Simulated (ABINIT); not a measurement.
# SiC (F-43m): G0W0 with ABINIT, start to end

Wanted: ground state, empty states, screening and self-energy for SiC (F-43m).

Calculated with ABINIT 10.8.3; PBE and many-body steps on it, plane waves.

**The experiments to reproduce.**

- Gap 2.39 eV: band gap at cryogenic temperature; bulk crystal (literature value) (quoted in “Silicon carbide diodes for neutron detection”, 2020, arxiv:2009.14696).

- Gap 2.4 eV: Tauc optical (indirect) gap of annealed polycrystalline 3C-SiC; UV-VIS spectroscopic ellipsometry, Tauc analysis; film (CVD ultrathin polycrystalline film, annealed, about 5 nm grains) (“On-Demand CMOS-Compatible Fabrication of Ultrathin Self-Aligned SiC Nanowire Arrays”, 2018, pmc:6267454).

Most raw output is cut from this account.

**1. Starting point**

The structure is cubic, space group F-43m (No. 216). The conventional cell has a = 4.358 Å, b = 4.358 Å, c = 4.358 Å, α = 90.00°, β = 90.00°, γ = 90.00°. Nearest to Si lie 4 C at 1.89 Å. C has 4 Si at 1.89 Å nearest. Farther neighbours are not listed.

The cell and positions come from the Crystallography Open Database and are kept as given unless a step says otherwise.

**2. Ground state**

This step: ABINIT 10.8.3; DFT, PBE, plane waves, norm-conserving pseudopotentials.

The ground-state density comes first.

run.abi

```
acell 3*1.0 Angstrom
rprim 
  -0.000000000000 2.179000000000 2.179000000000
  2.179000000000 -0.000000000000 2.179000000000
  2.179000000000 2.179000000000 -0.000000000000
ntypat 2
znucl 14 6
natom 2
typat 1 2
xred 
  0.000000000000 0.000000000000 0.000000000000
  0.250000000000 0.250000000000 0.250000000000
pp_dirpath "pseudos"
pseudos "Si.upf, C.upf"
ecut 37
ngkpt 8 8 8
nshiftk 1
shiftk 0 0 0
kptopt 1
chksymbreak 0
nband 9
occopt 1
tolvrs 1e-10
nstep 60
prtwf 0
optforces 0
optstress 0
indata_prefix "in"
outdata_prefix "out"
tmpdata_prefix "tmp"
```

On the command line:

```console
OMP_NUM_THREADS=1 mpirun -n 4 abinit run.abi > log
```

The job ended after 4.2 s (4 MPI ranks of Arm Neoverse V1, shared host; peak memory 0.25 GiB; 17 s of CPU time).

This step gave:

| Property | Result |
| --- | --- |
| total energy | -279.4551 eV |
| gap | 1.361 eV |
| k of the valence top | 0, 0, 0 |
| k of the conduction bottom | 0.5, 0.5, 0 |
| least direct gap | 4.553 eV |

The gap is indirect, with the least direct gap 3.19 eV higher.

**3. Bands along the symmetry lines**

Levels along a band path, at the cheap level, show where the edges lie and whether the meshes to come will hold them.

run.abi

```
acell 3*1.0 Angstrom
rprim 
  -0.000000000000 2.179000000000 2.179000000000
  2.179000000000 -0.000000000000 2.179000000000
  2.179000000000 2.179000000000 -0.000000000000
ntypat 2
znucl 14 6
natom 2
typat 1 2
xred 
  0.000000000000 0.000000000000 0.000000000000
  0.250000000000 0.250000000000 0.250000000000
pp_dirpath "pseudos"
pseudos "Si.upf, C.upf"
ecut 37
iscf -2
irdden 1
kptopt 0
nkpt 50
kpt 
  0.00000000 0.00000000 0.00000000
  -0.06250000 -0.06250000 0.00000000
  -0.12500000 -0.12500000 0.00000000
  -0.18750000 -0.18750000 0.00000000
  -0.25000000 -0.25000000 0.00000000
  -0.31250000 -0.31250000 0.00000000
  -0.37500000 -0.37500000 0.00000000
  -0.43750000 -0.43750000 0.00000000
  -0.50000000 -0.50000000 0.00000000
  -0.48437500 -0.48437500 0.03125000
  -0.46875000 -0.46875000 0.06250000
  -0.45312500 -0.45312500 0.09375000
  -0.43750000 -0.43750000 0.12500000
  -0.42187500 -0.42187500 0.15625000
  -0.40625000 -0.40625000 0.18750000
  -0.39062500 -0.39062500 0.21875000
  -0.37500000 -0.37500000 0.25000000
  -0.37500000 0.00000000 0.37500000
  -0.32812500 0.00000000 0.32812500
  -0.28125000 0.00000000 0.28125000
  -0.23437500 0.00000000 0.23437500
  -0.18750000 0.00000000 0.18750000
  -0.14062500 0.00000000 0.14062500
  -0.09375000 0.00000000 0.09375000
  -0.04687500 0.00000000 0.04687500
  0.00000000 0.00000000 0.00000000
  0.00000000 0.00000000 0.06250000
  0.00000000 0.00000000 0.12500000
  0.00000000 0.00000000 0.18750000
  0.00000000 0.00000000 0.25000000
  0.00000000 0.00000000 0.31250000
  0.00000000 0.00000000 0.37500000
  0.00000000 0.00000000 0.43750000
  0.00000000 0.00000000 0.50000000
  -0.06250000 -0.03125000 0.46875000
  -0.12500000 -0.06250000 0.43750000
  -0.18750000 -0.09375000 0.40625000
  -0.25000000 -0.12500000 0.37500000
  -0.31250000 -0.15625000 0.34375000
  -0.37500000 -0.18750000 0.31250000
  -0.43750000 -0.21875000 0.28125000
  -0.50000000 -0.25000000 0.25000000
  -0.50000000 -0.28125000 0.21875000
  -0.50000000 -0.31250000 0.18750000
  -0.50000000 -0.34375000 0.15625000
  -0.50000000 -0.37500000 0.12500000
  -0.50000000 -0.40625000 0.09375000
  -0.50000000 -0.43750000 0.06250000
  -0.50000000 -0.46875000 0.03125000
  -0.50000000 -0.50000000 0.00000000
istwfk *1
nband 11
nbdbuf 2
tolwfr 1e-08
nstep 40
prtwf 0
prtvol 0
indata_prefix "in"
outdata_prefix "out"
tmpdata_prefix "tmp"
```

Run time: 3.8 s. Hardware: 4 MPI ranks; peak memory 0.24 GiB; 15 s of CPU time.

This step gave:

- gap: 1.361 eV
- k of the valence top: 0, 0, 0
- k of the conduction bottom: -0.5, -0.5, 0
- least direct gap: 4.553 eV

The gap is 1.361 eV, as in the run before at this level.

The electronic bands at the labelled points (eV, zero at the top of the highest filled band; v1 is the highest filled band, c1 the lowest empty one):

| point | v4 | v3 | v2 | v1 | c1 | c2 | c3 | c4 |
| --- | --- | --- | --- | --- | --- | --- | --- | --- |
| Γ | -15.41 | 0.00 | 0.00 | 0.00 | 6.22 | 7.31 | 7.31 | 7.31 |
| halfway | -13.81 | -3.35 | -1.94 | -1.94 | 4.06 | 6.35 | 10.58 | 10.58 |
| X | -10.39 | -7.80 | -3.19 | -3.19 | 1.36 | 4.33 | 14.00 | 14.00 |
| halfway | -10.34 | -7.64 | -4.23 | -3.04 | 2.10 | 5.31 | 13.33 | 13.54 |
| U | -10.39 | -7.28 | -5.55 | -2.60 | 3.11 | 7.78 | 11.84 | 12.45 |
| jump to K | -10.39 | -7.28 | -5.55 | -2.60 | 3.11 | 7.78 | 11.84 | 12.45 |
| halfway | -13.64 | -4.48 | -2.93 | -0.54 | 6.77 | 7.84 | 8.25 | 9.05 |
| Γ | -15.41 | 0.00 | 0.00 | 0.00 | 6.22 | 7.31 | 7.31 | 7.31 |
| halfway | -14.21 | -4.30 | -0.61 | -0.61 | 5.99 | 7.91 | 7.91 | 9.35 |
| L | -11.84 | -8.54 | -1.05 | -1.05 | 5.43 | 7.23 | 7.23 | 10.05 |
| halfway | -11.20 | -7.83 | -3.71 | -2.26 | 5.25 | 7.28 | 10.15 | 11.00 |
| W | -10.16 | -7.03 | -4.99 | -4.69 | 5.21 | 9.44 | 9.45 | 9.79 |
| halfway | -10.28 | -7.49 | -4.07 | -4.05 | 3.06 | 6.02 | 11.94 | 13.32 |
| X | -10.39 | -7.80 | -3.19 | -3.19 | 1.36 | 4.33 | 14.00 | 14.00 |

**4. Empty states on the mesh, 6×6×6 mesh, 165 bands**

The sums over transitions need many empty states on a uniform mesh; this step solves for them.

run.abi

```
acell 3*1.0 Angstrom
rprim 
  -0.000000000000 2.179000000000 2.179000000000
  2.179000000000 -0.000000000000 2.179000000000
  2.179000000000 2.179000000000 -0.000000000000
ntypat 2
znucl 14 6
natom 2
typat 1 2
xred 
  0.000000000000 0.000000000000 0.000000000000
  0.250000000000 0.250000000000 0.250000000000
pp_dirpath "pseudos"
pseudos "Si.upf, C.upf"
ecut 37
ngkpt 6 6 6
nshiftk 1
shiftk 0 0 0
kptopt 1
chksymbreak 0
irdden 1
istwfk *1
nband 165
prtvol 0
optdriver 6
gwr_task "HDIAGO"
paral_kgb 0
occopt 1
indata_prefix "in"
outdata_prefix "out"
tmpdata_prefix "tmp"
```

Wall time 15 s (4 MPI ranks); peak memory 0.75 GiB; 58 s of CPU time.

This step gave:

| Item | Value |
| --- | --- |
| gap | 1.361 eV |
| k of the valence top | 0, 0, 0 |
| k of the conduction bottom | 0.5, 0.5, 0 |
| least direct gap | 4.553 eV |
| k points computed | 16 |
| lowest point of the top converged band, above the valence top | 198.3907 eV |

On this mesh the gap is 1.361 eV.

**5. Screening, 6×6×6 mesh, 157 bands, screening to 261.2 eV**

The RPA dielectric matrix is built and inverted for each q.

This step: RPA screening on PBE, plane waves, norm-conserving pseudopotentials.

Edit run.abi of step 4 so:

```diff
@@ -20,10 +20,11 @@
 chksymbreak 0
-irdden 1
 istwfk *1
-nband 165
-prtvol 0
-optdriver 6
-gwr_task "HDIAGO"
-paral_kgb 0
 occopt 1
+irdwfk 1
+optdriver 3
+nband 157
+ecuteps 9.6
+inclvkb 2
+awtr 1
+symchi 1
 indata_prefix "in"
```

Run time: 70 s. Hardware: 4 MPI ranks; peak memory 1 GiB; 4.7 min of CPU time.

Numbers from this step:

| Property | Result |
| --- | --- |
| ε∞ with local fields, on this mesh, along the program's q direction | 7.083 |
| the same without local fields | 7.744 |
| plasma frequency | 23.09 eV |
| plane waves in the screening matrix | 181 |

Local fields lower ε∞ by 9 %.

**6. Self-energy, 6×6×6 mesh, 157 bands, screening to 261.2 eV**

The self-energy is evaluated for the states that the input lists, and the levels follow from it, in one-shot runs by the linearised quasiparticle equation.

This step: G0W0 on PBE, plane waves, norm-conserving pseudopotentials.

Edit run.abi of step 5 so:

```diff
@@ -23,8 +23,17 @@
 irdwfk 1
-optdriver 3
+optdriver 4
 nband 157
+gwcalctyp 0
+ecutsigx 37
+symsigma 1
+nkptgw 2
+kptgw 
+  0.0000000000 0.0000000000 0.0000000000
+  0.5000000000 0.5000000000 0.0000000000
+bdgw 
+  2 8
+  3 6
 ecuteps 9.6
-inclvkb 2
-awtr 1
-symchi 1
+irdscr 1
+ppmodel 1
 indata_prefix "in"
```

Elapsed: 18 s, on 4 MPI ranks; peak memory 1 GiB; 71 s of CPU time.

This step gave:

```yaml
g0w0_gap_on_the_points_computed: 2.122 eV
starting_gap_on_the_mesh: 1.361 eV
k_of_the_valence_top: 0, 0, 0
k_of_the_conduction_bottom: 0.5, 0.5, 0
z_at_the_valence_top: 0.792
z_at_the_conduction_bottom: 0.82
least_direct_g0w0_gap_on_the_computed_points: 5.604 eV
```

The gap on the mesh goes from 1.36 eV to 2.12 eV, a correction of +0.76 eV.

Limits: finite bands, cutoff and mesh. v1 is the top filled band, c1 the lowest empty one. Levels before and after the correction, in eV, zero at the valence-band top of each column:

|  | conduction bottom | valence top |
| --- | --- | --- |
| Kohn-Sham | 1.36 | 0.00 |
| G0W0 | 2.12 | 0.00 |

|  | level | energy (eV) |
| --- | --- | --- |
| Kohn-Sham | Γ v3-v1 | 0.000 |
| Kohn-Sham | Γ c1 | 6.223 |
| Kohn-Sham | Γ c2-c4 | 7.311 |
| Kohn-Sham | (0.5 0.5 0) v2-v1 | -3.192 |
| Kohn-Sham | (0.5 0.5 0) c1 | 1.361 |
| Kohn-Sham | (0.5 0.5 0) c2 | 4.333 |
| G0W0 | Γ v3-v1 | 0.000 |
| G0W0 | Γ c1 | 7.138 |
| G0W0 | Γ c2-c4 | 8.229 |
| G0W0 | (0.5 0.5 0) v2-v1 | -3.482 |
| G0W0 | (0.5 0.5 0) c1 | 2.122 |
| G0W0 | (0.5 0.5 0) c2 | 5.261 |

**7. Where the time went**

Times are wall times on 4 MPI ranks of Arm Neoverse V1, shared host, good to a factor of about two.

| step | time | share | memory (GiB) |
| --- | --- | --- | --- |
| ground state | 4.2 s | 4 % | 0.25 |
| bands along the symmetry lines | 3.8 s | 3 % | 0.24 |
| empty states on the mesh | 15 s | 13 % | 0.75 |
| screening | 70 s | 63 % | 1 |
| self-energy | 18 s | 16 % | 1 |

**8. Outcome**

* PBE gap: 1.36 eV, indirect
* G0W0 gap on the mesh: 2.12 eV
* GW settings: 6×6×6 mesh, 157 bands, screening to 261.2 eV, Godby-Needs plasmon pole
* known limits: not at the basis limit

G0W0 moves the gap on the mesh from 1.36 eV to 2.12 eV (+0.76 eV), with Z of 0.79 and 0.82 at the edges. Local fields lower the RPA ε∞ on this mesh from 7.74 to 7.08. Only 2 of the mesh's irreducible points were corrected, so a valley elsewhere could overtake. The dearest step here is «screening». Against experiment, by G0W0@PBE: the gap of 2.12 eV lies −0.27 eV from the measured 2.39 eV (kind not stated, quoted 2020); the gap of 2.12 eV lies −0.28 eV from the measured 2.4 eV (indirect, 2018). The calculation has static nuclei and no excitons; a measured gap holds zero-point and thermal motion, which mostly lowers it. Bands and cutoff are finite, so the gap is not at the basis limit. The miss can reach some tenths of an eV and take either sign; the mesh is an error of its own. In the G0W0 run levels were corrected at 2 k points alone, so a gap called «on the mesh» is the least over those, and an edge elsewhere would be missed.

[Paths, hosts, dates, memory and timing lines, banners, echoed tables and standing remarks are left out of the program output.]

[Logs are printed without paths, hosts, clocks, repeated set-up lines and the standing remarks that a program may print on its own settings, such as how far it seeks lower states.]

[Runs of the session that timed out or met a known fault of the program may be left out.]

[Hosts, paths, dates, database ids (printed as entryN), source tags and the programs' standing remarks are cut or masked in the printed files.]

[G0W0 gaps are taken among the corrected bands and points alone; a level outside them can change the order at an edge.]

[Where Ansatz stands beside ABINIT at settings called matched, ABINIT's density can come from a denser mesh and the files from another edition; pairs whose starting gaps differed by over 0.03 eV were left out, so agreement reads better than it is.]
